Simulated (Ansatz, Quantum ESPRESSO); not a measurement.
# honeycomb SnTe, 1 layer in an electric field, part 3 of 6

How does honeycomb SnTe, 1 layer respond to a gate-like field without added charge?

Quantum ESPRESSO 7.5; plane-wave DFT, PBE, PseudoDojo norm-conserving pseudopotentials; geometry and cross-check by Ansatz 0.2.0 with PAW datasets.

So far. Step 3 (Self-consistent run: no field): The run needed 11 iterations to bring the estimated error under 1e-09 Ry; the largest force on any atom, held or free, is 0.03 eV/Å. Step 4 (Potential by pp.x): The vacuum is flat to 0.2 meV/Å, so its level is well defined. Inside the slab the curve depends on the local part of the pseudopotentials; only the vacuum level has a meaning of its own.

**5. Bands along a path: no field**

The density is frozen and the levels are solved along a path.

f0.bands.in

```
&control
  prefix = 'f0.bands'
  outdir = './out'
  pseudo_dir = './pseudo'
  calculation = 'bands'
  tefield = .true.
  dipfield = .true.
/
&system
  ibrav = 0
  nat = 2
  ntyp = 2
  ecutwfc = 68
  ecutrho = 272
  occupations = 'smearing'
  smearing = 'fd'
  degauss = 0.004
  edir = 3
  emaxpos = 0.97
  eopreg = 0.04
  eamp = 0.0
  nbnd = 21
/
&electrons
  conv_thr = 1e-07
  mixing_beta = 0.4
  electron_maxstep = 120
  mixing_mode = 'local-TF'
/
ATOMIC_SPECIES
  Te  127.6000  Te.dojo-sr-pbe-0.4.1-standard.upf
  Sn  118.7100  Sn.dojo-sr-pbe-0.4.1-standard.upf
CELL_PARAMETERS angstrom
  4.18419574705358 0.00000000000000 0.00000000000000
  -2.09209787352679 3.62361981135521 -0.00000000000000
  0.00000000000000 0.00000000000000 18.69000000000000
ATOMIC_POSITIONS crystal
  Te  0.666666666667 0.333333333333 0.454969785345
  Sn  0.333333333333 0.666666666667 0.545030214655
K_POINTS crystal_b
4
  0.0000000000 0.0000000000 0.0000000000 14
  0.5000000000 0.0000000000 0.0000000000 14
  0.3333333333 0.3333333333 0.0000000000 14
  0.0000000000 0.0000000000 0.0000000000 1
```

Run with:

```console
$ cp -r out/f0.save out/f0.bands.save
$ cp out/f0.xml out/f0.bands.xml
$ OMP_NUM_THREADS=1 mpirun -n 4 pw.x -nk 4 -in f0.bands.in > f0.bands.out
```

What it wrote:

```text
[banner, memory and clock lines left out]
Program PWSCF v.7.5 starts

          URL

     Presently no symmetry can be used with electric field

     Atomic positions and unit cell read from directory:
     ./out/f0.bands.save/

     G-vector sticks info

     bravais-lattice index     =            0
     lattice parameter (alat)  =       7.9070  a.u.
     unit-cell volume          =    1912.3198 (a.u.)^3
     number of atoms/cell      =            2
     number of atomic types    =            2
     number of electrons       =        30.00
     number of Kohn-Sham states=           21
     kinetic-energy cutoff     =      68.0000  Ry
     charge density cutoff     =     272.0000  Ry
     Exchange-correlation= PBE
                           (   1   4   3   4   0   0   0)

     celldm(1)=   7.906984  celldm(2)=   0.000000  celldm(3)=   0.000000
     celldm(4)=   0.000000  celldm(5)=   0.000000  celldm(6)=   0.000000

     crystal axes: (cart. coord. in units of alat)
               a(1) = (   1.000000   0.000000   0.000000 )
               a(2) = (  -0.500000   0.866025  -0.000000 )
               a(3) = (   0.000000   0.000000   4.466808 )

     reciprocal axes: (cart. coord. in units 2 pi/alat)
               b(1) = (  1.000000  0.577350 -0.000000 )
               b(2) = (  0.000000  1.154701  0.000000 )
               b(3) = ( -0.000000  0.000000  0.223874 )

     PseudoPot. # 1 for Te read from file:
     ./pseudo/Te.dojo-sr-pbe-0.4.1-standard.upf
     Pseudo is Norm-conserving + core correction, Zval = 16.0
     Generated using ONCVPSP code by D. R. Hamann
     Using radial grid of 1294 points,  6 beta functions with:
                l(1) =   0
                l(2) =   0
                l(3) =   1
                l(4) =   1
                l(5) =   2
                l(6) =   2

     PseudoPot. # 2 for Sn read from file:
     ./pseudo/Sn.dojo-sr-pbe-0.4.1-standard.upf
     Pseudo is Norm-conserving + core correction, Zval = 14.0
     Generated using ONCVPSP code by D. R. Hamann
     Using radial grid of 1628 points,  6 beta functions with:
                l(1) =   0
                l(2) =   0
                l(3) =   1
                l(4) =   1
                l(5) =   2
                l(6) =   2

     atomic species   valence    mass     pseudopotential
     Te               16.00   127.60000     Te( 1.00)
     Sn               14.00   118.71000     Sn( 1.00)

     No symmetry found

   Cartesian axes

     site n.     atom                  positions (alat units)
         1        Te     tau(   1) = (   0.5000000   0.2886751   2.0322628  )
         2        Sn     tau(   2) = (  -0.0000000   0.5773503   2.4345454  )

     number of k points=    43  Fermi-Dirac smearing, width (Ry)=  0.0040
                       cart. coord. in units 2pi/alat
        k(    1) = (   0.0000000   0.0000000   0.0000000), wk =   0.0465116
        k(    2) = (   0.0357143   0.0206197   0.0000000), wk =   0.0465116
        k(    3) = (   0.0714286   0.0412393   0.0000000), wk =   0.0465116
        k(    4) = (   0.1071429   0.0618590   0.0000000), wk =   0.0465116
        k(    5) = (   0.1428571   0.0824786   0.0000000), wk =   0.0465116
        k(    6) = (   0.1785714   0.1030983   0.0000000), wk =   0.0465116
        k(    7) = (   0.2142857   0.1237179   0.0000000), wk =   0.0465116
        k(    8) = (   0.2500000   0.1443376   0.0000000), wk =   0.0465116
        k(    9) = (   0.2857143   0.1649572   0.0000000), wk =   0.0465116
        k(   10) = (   0.3214286   0.1855769   0.0000000), wk =   0.0465116
        k(   11) = (   0.3571429   0.2061965   0.0000000), wk =   0.0465116
        k(   12) = (   0.3928571   0.2268162   0.0000000), wk =   0.0465116
        k(   13) = (   0.4285714   0.2474358   0.0000000), wk =   0.0465116
        k(   14) = (   0.4642857   0.2680555   0.0000000), wk =   0.0465116
        k(   15) = (   0.5000000   0.2886751   0.0000000), wk =   0.0465116
        k(   16) = (   0.4880952   0.3092948   0.0000000), wk =   0.0465116
        k(   17) = (   0.4761905   0.3299144   0.0000000), wk =   0.0465116
        k(   18) = (   0.4642857   0.3505341   0.0000000), wk =   0.0465116
        k(   19) = (   0.4523810   0.3711537   0.0000000), wk =   0.0465116
        k(   20) = (   0.4404762   0.3917734   0.0000000), wk =   0.0465116
        k(   21) = (   0.4285714   0.4123930   0.0000000), wk =   0.0465116
        k(   22) = (   0.4166667   0.4330127   0.0000000), wk =   0.0465116
        k(   23) = (   0.4047619   0.4536324   0.0000000), wk =   0.0465116
        k(   24) = (   0.3928571   0.4742520   0.0000000), wk =   0.0465116
        k(   25) = (   0.3809524   0.4948717   0.0000000), wk =   0.0465116
        k(   26) = (   0.3690476   0.5154913   0.0000000), wk =   0.0465116
        k(   27) = (   0.3571429   0.5361110   0.0000000), wk =   0.0465116
        k(   28) = (   0.3452381   0.5567306   0.0000000), wk =   0.0465116
        k(   29) = (   0.3333333   0.5773503   0.0000000), wk =   0.0465116
        k(   30) = (   0.3095238   0.5361110   0.0000000), wk =   0.0465116
        k(   31) = (   0.2857143   0.4948717   0.0000000), wk =   0.0465116
        k(   32) = (   0.2619048   0.4536324   0.0000000), wk =   0.0465116
        k(   33) = (   0.2380952   0.4123930   0.0000000), wk =   0.0465116
        k(   34) = (   0.2142857   0.3711537   0.0000000), wk =   0.0465116
        k(   35) = (   0.1904762   0.3299144   0.0000000), wk =   0.0465116
        k(   36) = (   0.1666667   0.2886751   0.0000000), wk =   0.0465116
        k(   37) = (   0.1428571   0.2474358   0.0000000), wk =   0.0465116
        k(   38) = (   0.1190476   0.2061965   0.0000000), wk =   0.0465116
        k(   39) = (   0.0952381   0.1649572   0.0000000), wk =   0.0465116
        k(   40) = (   0.0714286   0.1237179   0.0000000), wk =   0.0465116
        k(   41) = (   0.0476190   0.0824786   0.0000000), wk =   0.0465116
        k(   42) = (   0.0238095   0.0412393   0.0000000), wk =   0.0465116
        k(   43) = (   0.0000000   0.0000000   0.0000000), wk =   0.0465116

     Dense  grid:   144899 G-vectors     FFT dimensions: (  45,  45, 192)

     The potential is recalculated from file :
     ./out/f0.bands.save/charge-density

     Adding external electric field

     Computed dipole along edir(3) :
        Dipole                0.0896 Ry au,          0.2278 Debye
        Dipole field          0.0006 Ry au,

        Potential amp.       -0.0399 Ry
        Total length         33.9062 bohr

     Starting wfcs are   18 randomized atomic wfcs +    3 random wfcs

     Band Structure Calculation
     Davidson diagonalization with overlap

     ethr =  3.33E-10,  avg # of iterations = 41.0

[...]
-38.0277 -38.0257 -38.0059 -38.0054 -37.9954 -22.8475 -22.8249 -22.7973
   -22.7882 -22.7627 -12.2296  -8.2753  -4.6282  -3.3256  -2.9659  -0.1492
     1.0343   1.9363   3.5331   4.4505   5.0143

          k = 0.4643 0.2681 0.0000 ( 18088 PWs)   bands (ev):

   -38.0276 -38.0256 -38.0059 -38.0054 -37.9954 -22.8478 -22.8243 -22.7977
   -22.7883 -22.7623 -12.1690  -8.3501  -4.5957  -3.3587  -3.0670  -0.0914
     0.9412   1.9269   3.4717   4.7719   5.2120

          k = 0.5000 0.2887 0.0000 ( 18104 PWs)   bands (ev):

   -38.0277 -38.0256 -38.0059 -38.0054 -37.9953 -22.8479 -22.8241 -22.7978
   -22.7883 -22.7622 -12.1478  -8.3766  -4.5815  -3.3698  -3.1041  -0.0682
     0.9070   1.9236   3.4490   5.0598   5.1260

          k = 0.4881 0.3093 0.0000 ( 18082 PWs)   bands (ev):

   -38.0276 -38.0256 -38.0059 -38.0054 -37.9953 -22.8478 -22.8242 -22.7978
   -22.7884 -22.7622 -12.1459  -8.3760  -4.5816  -3.3968  -3.0955  -0.0462
     0.9132   1.9053   3.4567   5.0748   5.1313

          k = 0.4762 0.3299 0.0000 ( 18108 PWs)   bands (ev):

   -38.0276 -38.0256 -38.0059 -38.0054 -37.9953 -22.8476 -22.8244 -22.7977
   -22.7885 -22.7622 -12.1403  -8.3742  -4.5827  -3.4671  -3.0772   0.0144
     0.9335   1.8542   3.4800   5.1137   5.1495

          k = 0.4643 0.3505 0.0000 ( 18086 PWs)   bands (ev):

   -38.0276 -38.0256 -38.0059 -38.0054 -37.9953 -22.8472 -22.8247 -22.7976
   -22.7887 -22.7621 -12.1311  -8.3716  -4.5864  -3.5625  -3.0584   0.0976
     0.9729   1.7801   3.5195   5.1538   5.1932

          k = 0.4524 0.3712 0.0000 ( 18094 PWs)   bands (ev):

   -38.0275 -38.0257 -38.0059 -38.0054 -37.9953 -22.8467 -22.8251 -22.7974
   -22.7889 -22.7621 -12.1185  -8.3683  -4.5956  -3.6676  -3.0425   0.1796
     1.0401   1.6965   3.5766   5.1884   5.2585

          k = 0.4405 0.3918 0.0000 ( 18078 PWs)   bands (ev):

   -38.0274 -38.0257 -38.0059 -38.0055 -37.9953 -22.8461 -22.8256 -22.7972
   -22.7892 -22.7621 -12.1031  -8.3647  -4.6148  -3.7683  -3.0301   0.2357
     1.1426   1.6175   3.6535   5.2270   5.3274

          k = 0.4286 0.4124 0.0000 ( 18090 PWs)   bands (ev):

   -38.0274 -38.0257 -38.0059 -38.0055 -37.9953 -22.8454 -22.8262 -22.7969
   -22.7896 -22.7620 -12.0853  -8.3615  -4.6485  -3.8522  -3.0215   0.2515
     1.2768   1.5565   3.7533   5.2690   5.3949

          k = 0.4167 0.4330 0.0000 ( 18080 PWs)   bands (ev):

   -38.0273 -38.0258 -38.0059 -38.0055 -37.9953 -22.8446 -22.8268 -22.7966
   -22.7900 -22.7620 -12.0657  -8.3590  -4.6994  -3.9105  -3.0169   0.2283
     1.4120   1.5372   3.8802   5.3060   5.4583

          k = 0.4048 0.4536 0.0000 ( 18072 PWs)   bands (ev):

   -38.0271 -38.0259 -38.0059 -38.0055 -37.9953 -22.8437 -22.8275 -22.7963
   -22.7904 -22.7619 -12.0451  -8.3577  -4.7648  -3.9411  -3.0169   0.1771
     1.4552   1.6348   4.0380   5.3093   5.5131

          k = 0.3929 0.4743 0.0000 ( 18068 PWs)   bands (ev):

   -38.0270 -38.0259 -38.0059 -38.0056 -37.9952 -22.8429 -22.8282 -22.7960
   -22.7908 -22.7619 -12.0245  -8.3580  -4.8374  -3.9480  -3.0219   0.1111
     1.4615   1.7741   4.2292   5.2453   5.5645

          k = 0.3810 0.4949 0.0000 ( 18054 PWs)   bands (ev):

   -38.0269 -38.0260 -38.0058 -38.0056 -37.9952 -22.8421 -22.8288 -22.7957
   -22.7913 -22.7618 -12.0049  -8.3599  -4.9083  -3.9381  -3.0319   0.0425
     1.4753   1.8934   4.4526   5.1477   5.6253

          k = 0.3690 0.5155 0.0000 ( 18048 PWs)   bands (ev):

   -38.0268 -38.0261 -38.0058 -38.0056 -37.9952 -22.8414 -22.8294 -22.7954
   -22.7917 -22.7618 -11.9874  -8.3631  -4.9703  -3.9184  -3.0461  -0.0193
     1.4962   1.9809   4.6990   5.0586   5.6661

          k = 0.3571 0.5361 0.0000 ( 18040 PWs)   bands (ev):

   -38.0266 -38.0262 -38.0058 -38.0057 -37.9952 -22.8409 -22.8298 -22.7951
   -22.7920 -22.7617 -11.9734  -8.3670  -5.0178  -3.8960  -3.0622  -0.0674
     1.5195   2.0351   4.9140   5.0312   5.6643

          k = 0.3452 0.5567 0.0000 ( 18068 PWs)   bands (ev):

   -38.0266 -38.0263 -38.0058 -38.0057 -37.9952 -22.8406 -22.8301 -22.7949
   -22.7923 -22.7617 -11.9640  -8.3704  -5.0475  -3.8776  -3.0760  -0.0977
     1.5392   2.0605   4.9204   5.2023   5.6597

          k = 0.3333 0.5774 0.0000 ( 18036 PWs)   bands (ev):

   -38.0265 -38.0263 -38.0057 -38.0057 -37.9952 -22.8404 -22.8302 -22.7948
   -22.7924 -22.7617 -11.9606  -8.3719  -5.0576  -3.8701  -3.0820  -0.1080
     1.5475   2.0663   4.9096   5.2832   5.7045

          k = 0.3095 0.5361 0.0000 ( 18042 PWs)   bands (ev):

   -38.0266 -38.0262 -38.0058 -38.0057 -37.9952 -22.8408 -22.8299 -22.7950
   -22.7921 -22.7617 -11.9762  -8.3623  -5.0172  -3.9074  -3.0495  -0.0680
     1.5009   2.0652   4.9458   5.1489   5.3797

          k = 0.2857 0.4949 0.0000 ( 18044 PWs)   bands (ev):

   -38.0268 -38.0261 -38.0058 -38.0056 -37.9952 -22.8416 -22.8294 -22.7954
   -22.7914 -22.7619 -12.0268  -8.3253  -4.9000  -4.0130  -2.9511   0.0419
     1.3637   2.0844   4.8520   5.0126   5.1013

          k = 0.2619 0.4536 0.0000 ( 18058 PWs)   bands (ev):

   -38.0270 -38.0260 -38.0058 -38.0055 -37.9953 -22.8425 -22.8291 -22.7955
   -22.7907 -22.7623 -12.1135  -8.2539  -4.7160  -4.1495  -2.8108   0.1966
     1.1914   2.1037   4.5192   4.7901   5.0764

          k = 0.2381 0.4124 0.0000 ( 18080 PWs)   bands (ev):

   -38.0272 -38.0260 -38.0058 -38.0055 -37.9954 -22.8432 -22.8291 -22.7954
   -22.7899 -22.7630 -12.2313  -8.1505  -4.4783  -4.2751  -2.6577   0.3498
     1.0598   2.0961   4.1889   4.5401   4.8880

          k = 0.2143 0.3712 0.0000 ( 18112 PWs)   bands (ev):

   -38.0274 -38.0261 -38.0057 -38.0055 -37.9955 -22.8437 -22.8296 -22.7949
   -22.7892 -22.7639 -12.3715  -8.0273  -4.3644  -4.1922  -2.5141   0.4242
     1.0547   2.0562   3.8972   4.2681   4.6266

          k = 0.1905 0.3299 0.0000 ( 18128 PWs)   bands (ev):

   -38.0275 -38.0263 -38.0057 -38.0054 -37.9957 -22.8438 -22.8306 -22.7941
   -22.7886 -22.7649 -12.5234  -7.9023  -4.3787  -3.8836  -2.3973   0.4063
     1.1785   1.9976   3.6448   4.0125   4.3951

          k = 0.1667 0.2887 0.0000 ( 18145 PWs)   bands (ev):

   -38.0276 -38.0265 -38.0057 -38.0054 -37.9958 -22.8437 -22.8319 -22.7931
   -22.7880 -22.7662 -12.6771  -7.7942  -4.3060  -3.5588  -2.3180   0.3783
     1.3140   1.9487   3.4260   3.7796   4.2421

          k = 0.1429 0.2474 0.0000 ( 18143 PWs)   bands (ev):

   -38.0276 -38.0267 -38.0056 -38.0054 -37.9960 -22.8434 -22.8336 -22.7918
   -22.7875 -22.7675 -12.8242  -7.7160  -4.1354  -3.2354  -2.2787   0.3857
     1.3662   1.9352   3.2346   3.5691   4.1607

          k = 0.1190 0.2062 0.0000 ( 18119 PWs)   bands (ev):

   -38.0277 -38.0270 -38.0055 -38.0053 -37.9961 -22.8430 -22.8354 -22.7904
   -22.7870 -22.7687 -12.9578  -7.6707  -3.8700  -2.9317  -2.2731   0.4325
     1.3259   1.9271   3.0612   3.3885   4.0904

          k = 0.0952 0.1650 0.0000 ( 18127 PWs)   bands (ev):

   -38.0277 -38.0272 -38.0054 -38.0053 -37.9962 -22.8425 -22.8373 -22.7890
   -22.7867 -22.7699 -13.0730  -7.6528  -3.5262  -2.6662  -2.2892   0.4859
     1.2551   1.8669   2.8952   3.2414   3.9950

          k = 0.0714 0.1237 0.0000 ( 18153 PWs)   bands (ev):

   -38.0278 -38.0274 -38.0053 -38.0053 -37.9964 -22.8421 -22.8389 -22.7878
   -22.7864 -22.7709 -13.1660  -7.6522  -3.1325  -2.4543  -2.3126   0.4554
     1.2437   1.7549   2.7443   3.1212   3.8959

          k = 0.0476 0.0825 0.0000 ( 18171 PWs)   bands (ev):

   -38.0278 -38.0276 -38.0053 -38.0053 -37.9965 -22.8417 -22.8402 -22.7869
   -22.7862 -22.7717 -13.2341  -7.6591  -2.7383  -2.3323  -2.2977   0.2724
     1.3432   1.6392   2.6287   3.0261   3.8125

          k = 0.0238 0.0412 0.0000 ( 18153 PWs)   bands (ev):

   -38.0278 -38.0277 -38.0053 -38.0052 -37.9965 -22.8414 -22.8410 -22.7863
   -22.7861 -22.7722 -13.2757  -7.6663  -2.4710  -2.2761  -2.2115   0.0320
     1.4751   1.5610   2.5587   2.9619   3.7542

          k = 0.0000 0.0000 0.0000 ( 18171 PWs)   bands (ev):

   -38.0278 -38.0278 -38.0053 -38.0053 -37.9965 -22.8413 -22.8413 -22.7861
   -22.7861 -22.7724 -13.2896  -7.6691  -2.4284  -2.1823  -2.1823  -0.0842
     1.5345   1.5345   2.5354   2.9385   3.7324

     XML data file, pseudopotentials, collected wavefunctions

                                        0.00s GPU  (     393 calls)
```

Elapsed: 40 s, on 4 MPI ranks of Arm Neoverse V2, shared host; peak memory 0.47 GiB.

Numbers from this step:

| Property | Result |
| --- | --- |
| conduction bottom, on the run's zero | -0.2818 eV |
| gap by band count | 1.901 eV |

Band numbers count within the set of bands kept for display. Electronic bands along the path, in eV, zero at the highest filled level of the SCF mesh; v1 is the highest filled band, c1 the lowest empty one:

```
  point     v4     v3     v2     v1    c1    c2    c3    c4
      Γ  -5.49  -0.25   0.00   0.00  2.10  3.72  3.72  4.72
halfway  -5.55  -2.10  -0.69  -0.15  2.04  3.87  4.13  5.36
      M  -6.19  -2.40  -1.19  -0.92  2.11  3.09  4.11  5.63
halfway  -6.18  -2.52  -1.73  -0.83  2.41  3.59  3.72  6.06
      K  -6.19  -2.88  -1.69  -0.90  2.07  3.73  4.25  7.09
halfway  -5.61  -2.12  -1.38  -0.14  2.56  3.50  4.13  5.61
      Γ  -5.49  -0.25   0.00   0.00  2.10  3.72  3.72  4.72
```

The electronic bands as a text plot (rows in eV, shown from -6.2 to 5.9 only):

```
    5.7 |+      ++++++++++++++++++                 ++++++++     +
    5.2 |+++++++++++                                    +++++++++
    4.7 |+++++                                               ++++
    4.1 |     ++++++++++++++++++     ++++++++++++++++++++++++
    3.6 |+++++++++++++++        ++++++++++++++      +++++++++++++
    3.1 |               ++++++++++            ++++++
    2.6 |  +++++                 +++           +++++++++++++++
    2.1 |++     +++++++++++++++++   +++++++++++               +++
    1.6 |
    1.1 |
    0.6 |
    0.1 |**** *****                                 *************
   -0.4 |*****************                    ******     ********
   -0.9 |    *     ***************************        ***  **
   -1.4 |     ***          *******                  **   **
   -1.9 |        ***              ***********************
   -2.4 |           ******************        ******
   -2.9 |                             ********
   -3.4 |
   -3.9 |
   -4.4 |
   -4.9 |
   -5.4 |************                               *************
   -5.9 |            *******************************
         Γ                   M           K                      Γ
```

Along this path the valence top lies at Γ and the conduction bottom between Γ and M.

**6. SCF with pw.x: field 0.1 V/Å**

eamp is the field in Hartree atomic units (1 a.u. = 51.42 V/Å). With dipfield on, it is the field in the vacuum beside an isolated sheet. The run starts from the density of the one before.

f1.in

```
&control
  prefix = 'f1'
  outdir = './out'
  pseudo_dir = './pseudo'
  calculation = 'scf'
  tprnfor = .true.
  tefield = .true.
  dipfield = .true.
/
&system
  ibrav = 0
  nat = 2
  ntyp = 2
  ecutwfc = 68
  ecutrho = 272
  occupations = 'smearing'
  smearing = 'fd'
  degauss = 0.004
  edir = 3
  emaxpos = 0.97
  eopreg = 0.04
  eamp = 0.00194469
/
&electrons
  conv_thr = 1e-09
  mixing_beta = 0.4
  electron_maxstep = 120
  mixing_mode = 'plain'
  startingpot = 'file'
/
ATOMIC_SPECIES
  Te  127.6000  Te.dojo-sr-pbe-0.4.1-standard.upf
  Sn  118.7100  Sn.dojo-sr-pbe-0.4.1-standard.upf
CELL_PARAMETERS angstrom
  4.18419574705358 0.00000000000000 0.00000000000000
  -2.09209787352679 3.62361981135521 -0.00000000000000
  0.00000000000000 0.00000000000000 18.69000000000000
ATOMIC_POSITIONS crystal
  Te  0.666666666667 0.333333333333 0.454969785345
  Sn  0.333333333333 0.666666666667 0.545030214655
K_POINTS automatic
  6 6 1 0 0 0
```

Run with:

```console
$ cp -r out/f0.save out/f1.save
$ OMP_NUM_THREADS=1 mpirun -n 4 pw.x -nk 2 -in f1.in > f1.out
```

What it wrote:

```text
[banner, memory and clock lines left out]
Program PWSCF v.7.5 starts
[...]
number of electrons       =        30.00
     number of Kohn-Sham states=           19
     kinetic-energy cutoff     =      68.0000  Ry
     charge density cutoff     =     272.0000  Ry
[...]
number of k points=    20  Fermi-Dirac smearing, width (Ry)=  0.0040
[...]
Dense  grid:   144899 G-vectors     FFT dimensions: (  45,  45, 192)
     The initial density is read from file :
[...]
Starting wfcs are   18 randomized atomic wfcs +    1 random wfcs
[...]
estimated scf accuracy    <       0.00681785 Ry
[...]
estimated scf accuracy    <       0.03629291 Ry
[...]
estimated scf accuracy    <       0.00000753 Ry
[...]
estimated scf accuracy    <       0.00000218 Ry
[...]
estimated scf accuracy    <       0.00000014 Ry
[...]
estimated scf accuracy    <       0.00000002 Ry
[...]
estimated scf accuracy    <          2.5E-09 Ry
[...]
Computed dipole along edir(3) :
        Dipole                0.1608 Ry au,          0.4087 Debye
        Dipole field          0.0011 Ry au,
        E field amplitude [Ha a.u.]:  1.9447E-03
        Potential amp.        0.0602 Ry
        Total length         33.9062 bohr
[...]
the Fermi energy is    -1.2274 ev
!    total energy              =    -367.35564125 Ry
     estimated scf accuracy    <          6.6E-10 Ry
     smearing contrib. (-TS)   =      -0.00000000 Ry
     internal energy E=F+TS    =    -367.35564125 Ry
[...]
one-electron contribution =    -984.60700864 Ry
     hartree contribution      =     495.25851990 Ry
     xc contribution           =     -93.25007629 Ry
     ewald contribution        =     215.24337927 Ry
     electric field correction =      -0.00045550 Ry
     convergence has been achieved in   8 iterations
[...]
Total force =     0.002234     Total SCF correction =     0.000227
[...]
```

Elapsed: 26 s, on 4 MPI ranks; peak memory 0.49 GiB; 1.7 min of CPU time.

Read from the output:

- free energy: -4998.1281 eV
- Fermi energy: -1.227 eV
- dipole along the normal: 0.08509 e·Å
- valence top, on the run's zero: -2.163 eV
- conduction bottom, on the run's zero: -0.2571 eV
- gap by band count: 1.906 eV

The dipole goes from 0.0474 to 0.0851 e Å, 0.3766 e Å per V/Å.

[end of part 3 of 6]

[Logs are printed without paths, hosts, clocks, repeated set-up lines and the standing remarks that a program may print on its own settings, such as how far it seeks lower states.]

[Hosts, paths, dates, database ids (printed as entryN), source tags and the programs' standing remarks are cut or masked in the printed files.]

[Maps of the electrostatic potential energy from Ansatz leave out the sawtooth potential of an applied field or a dipole correction, so their vacuum need not be flat; planar profiles and work functions include it.]
